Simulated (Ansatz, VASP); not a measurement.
**One calculation of Pt, two programs**

```
Pt
1.0
     2.86791    0.00000    0.00104
    -1.43396    2.48369    0.00000
     1.43474    0.82835    2.17852
Pt
1
Direct
  0.00000 0.00000 0.00000
```

Change from the starting cell: band edges of the strained film's bulk.

Alike in both runs: task single point; functional PBEsol; k mesh 12 × 12 × 16; occupations gaussian, width 0.1 eV; no spin polarisation.

```csv
,VASP,Ansatz
version,VASP 6.6.1,Ansatz 0.2.0
potentials or method,"VASP PAW PBE potentials, release 64 (Pt)","scalar-relativistic, plane waves, PAW"
plane-wave cutoff (eV),520,420
valence electrons in the cell,10,18
```

|  | VASP | Ansatz | Ansatz less VASP |
| --- | --- | --- | --- |
| gap on the k mesh at the Fermi level (eV) | none | none | - |
| pressure (GPa) | -7.3 | -6.8 | +0.42 |
| largest component of the traceless stress (GPa) | 6.82 | 6.81 | -0.003 |

A gap of «none» marks a metal or a gap that the smearing closes. The two sets of potentials don't hold the same shells in valence.

Caveats: the PAW data sets were made with another functional, which shifts forces and pressure a little (VASP). Spin-orbit coupling is left out, which matters for the levels of Pt.
